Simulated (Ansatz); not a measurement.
**Cu3Au: stiffness from a series of strains**

```
CELL_PARAMETERS angstrom
3.74000 0.00000 0.00000
0.00000 3.74000 0.00000
0.00000 0.00000 3.74000
ATOMIC_POSITIONS crystal
Cu 0.00000 0.50000 0.50000
Cu 0.50000 0.00000 0.50000
Cu 0.50000 0.50000 0.00000
Au 0.00000 0.00000 0.00000
```

Atoms are numbered in the order listed.

The cell comes from COD entry 9013496, which wasn't checked; take it as a given geometry.

Spin–orbit coupling is left out, though it moves levels of the heavy atoms by tenths of an eV or more.

Theory: DFT, LDA, all-electron LAPW, scalar-relativistic (Ansatz 0.2.0).

The runs use a Γ-centred 9×9×9 k mesh, Fermi–Dirac smearing of 0.08 eV, basis error target 1 meV/atom, no spin polarisation.

The strain is applied along the Cartesian axes of the cell as listed (the other components stay zero). Fractional coordinates are held (clamped ions).

σ is the change of stress from the unstrained cell, which is at -9.12 GPa; tension is positive, so slopes are stress–strain coefficients at that pressure. In a metal the k mesh adds noise.

Only quantities that a quadratic follows smoothly over the whole series are listed; rougher ones are left out.

```
εxx = εyy  σzz (GPa)  σxx (GPa)
  -0.0200      -5.29      -7.01
  -0.0100      -2.48      -3.30
   0.0000       0.00       0.00
   0.0200       4.21       5.40
```

Fit the series and read off the stiffness at zero strain.

Least-squares fits y = p0 + p1 x + p2 x² to the rows give σzz (GPa): p1 = 237, p2 = -1400; σxx (GPa): p1 = 310, p2 = -2000. So 2 C12 = 237 GPa and C11 + C12 = 310 GPa.

One run, at εxx = εyy = 0.0100, is withheld. Predict its row.

The fits give 2.25, 2.90; the run gave 2.21, 2.89.
